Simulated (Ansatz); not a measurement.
InN (zinc blende)

```cif
data_In4N4
_chemical_formula_sum 'N4 In4'
_space_group_name_H-M_alt 'F-43m'
_space_group_IT_number 216
_space_group_name_Hall 'F -4 2 3'
_cell_length_a 5.04943
_cell_length_b 5.04943
_cell_length_c 5.04943
_cell_angle_alpha 90.000
_cell_angle_beta 90.000
_cell_angle_gamma 90.000
loop_
_atom_site_label
_atom_site_type_symbol
_atom_site_symmetry_multiplicity
_atom_site_Wyckoff_symbol
_atom_site_fract_x
_atom_site_fract_y
_atom_site_fract_z
_atom_site_occupancy
N1 N 4 c 0.25000 0.25000 0.25000 1
In1 In 4 a 0.00000 0.00000 0.00000 1
```
(The calculation used a cell of 2 atoms; values per cell refer to that cell.)

The relaxed cell is deformed in two ways at once: its volume V is scaled, and at that volume it is stretched along z (the c axis of the conventional cell) so that c/a changes. Fractional atomic positions are held.

All values below come from PBE (plane waves to 420 eV, PAW, scalar-relativistic; Ansatz, a quantum-chemistry and plane-wave program). k mesh 11×11×11 (Γ-centred), Fermi-Dirac smearing 0.05 eV. E stands for the smeared free energy. With partly filled bands, the response to shear is sensitive to the k mesh, so small differences along c/a are uncertain. At this level the bands of InN touch or barely overlap; measurements give the solid a gap. InN was relaxed with its symmetry unable to fall. The PAW data are Ansatz's earlier set. ΔE is measured from the relaxed starting cell.

```
ΔE (meV/atom)         V/V₀ = 0.960  V/V₀ = 0.973  V/V₀ = 0.987  V/V₀ = 1.000  V/V₀ = 1.013  V/V₀ = 1.027  V/V₀ = 1.040
--------------------  ------------  ------------  ------------  ------------  ------------  ------------  ------------
(c/a)/(c/a)₀ = 0.920            20            15            12            11            13            17             ?
(c/a)/(c/a)₀ = 0.947            15             9             6             5             6            10            15
(c/a)/(c/a)₀ = 0.973            12             6             2             1             2             6            11
(c/a)/(c/a)₀ = 1.000            11             5             1             0             1             4             9
(c/a)/(c/a)₀ = 1.027            12             6             2             1             2             6            11
(c/a)/(c/a)₀ = 1.053            16            10             7             6             7            10            15
(c/a)/(c/a)₀ = 1.080             ?            17            14            13            14            18             ?
```

Q: Complete the blanks.

A: 
- (c/a)/(c/a)₀ = 0.920, V/V₀ = 1.040: 22
- (c/a)/(c/a)₀ = 1.080, V/V₀ = 0.960: 22
- (c/a)/(c/a)₀ = 1.080, V/V₀ = 1.040: 23

(A scan under strain: stresses follow from slopes of the energy per volume, elastic moduli from its curvatures.)
